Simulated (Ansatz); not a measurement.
# BP: the band gap up the ladder of functionals

An exercise on one series of results from a longer session: the logs are not shown, and one member is left open.

The runs shown are made with Ansatz 0.2.0. PAW datasets, plane waves. Computed at 0 K without zero-point motion; spin polarisation is off.

## The system as given

The cell was relaxed beforehand with r2SCAN.

The symmetry is F-43m (No. 216, cubic); a = 4.537 Å in the conventional setting, 11.67 Å³ an atom. B has 4 P at 1.96 Å; P has 4 B at 1.96 Å.

As a file:

```cif
data_structure
_symmetry_space_group_name_H-M 'P 1'
_symmetry_Int_Tables_number 1
_cell_length_a 3.2079
_cell_length_b 3.2079
_cell_length_c 3.2079
_cell_angle_alpha 60.000
_cell_angle_beta 60.000
_cell_angle_gamma 60.000
_cell_volume 23.34
loop_
_atom_site_label
_atom_site_type_symbol
_atom_site_fract_x
_atom_site_fract_y
_atom_site_fract_z
_atom_site_occupancy
B1 B 0.00000 0.00000 0.00000 1
P1 P 0.25000 0.25000 0.25000 1
```

Set-up of the first run:

input.yaml

```yaml
crystal:
  lattice:
    - [0.0, 2.2683155811, 2.2683155811]
    - [2.2683155811, 0.0, 2.2683155811]
    - [2.2683155811, 2.2683155811, 0.0]
  atoms:
    - { symbol: B, position: [0.0, 0.0, 0.0] }
    - { symbol: P, position: [0.25, 0.25, 0.25] }
kpoints:
  mp_grid: { grid: [10, 10, 10] }
  band_path:
    path:
      - [[0.0, 0.0, 0.0], [-0.5, -0.5, -3.257169993989e-34], [-0.375, -0.375, 0.25]]
      - [[-0.375, 1.793669570137e-18, 0.375], [0.0, 0.0, 0.0], [1.455596812184e-17, 1.455596812184e-17, 0.5], [-0.5, -0.25, 0.25], [-0.5, -0.5, -3.257169993989e-34]]
    npoints: 10
hamiltonian:
  xc: pbe
scf:
  occupations: { method: fermi_dirac, width: 0.02 }
  n_extra_bands: 4
output:
  forces: true
  stress: true
  eigenvalues: true
```

Command:

```
ansatz run input.yaml --threads 1 --pin off --max-ram 2304MiB --backend cpu --events-out ev --progress --plain --runs-dir out
```

Steps of the session up to this table: PBE bands along the symmetry lines; r2SCAN at the same geometry; HSE06; Single point with PBE0; LDA at the same geometry; Quasiparticle levels, G0W0@PBE; DDH-PBE0 at the same geometry; Single point with Hartree-Fock; r2SCANh.

One table of the session follows, with a row left open; its other results are not shown here.

```
                     level  gap (eV)
                       PBE      1.24
                    r2SCAN         ?
                     HSE06      1.97
                      PBE0      2.67
                       LDA      1.19
 G0W0@PBE (69 empty bands)      1.85
G0W0@PBE (172 empty bands)      1.95
                  DDH-PBE0      1.85
              Hartree-Fock      7.87
                   r2SCANh      1.94
```

Q: Estimate the row for r2SCAN from the others.

The run gave: gap (eV): 1.42. In the column «gap (eV)» it lies between PBE (1.24) and G0W0@PBE (69 empty bands) (1.85).

Meshes: PBE 10×10×10, r2SCAN 10×10×10, HSE06 6×6×6, PBE0 6×6×6, LDA 10×10×10, DDH-PBE0 6×6×6, Hartree-Fock 6×6×6, r2SCANh 6×6×6

What this shows: The gap runs from 1.19 eV (LDA) to 7.87 eV (Hartree-Fock). Against G0W0@PBE, PBE is short by 0.71 eV, at 64 % of it, and r2SCAN 73 %. PBE0 lies 0.70 eV above HSE06, which differs from it by screening the long-range exchange. Hartree-Fock lies above G0W0@PBE by 5.9 eV. No extrapolation in bands, cutoff or mesh was made for G0W0.

To keep in mind: Warnings in the runs' records: stress exchange threshold loose, stress scf threshold loose.
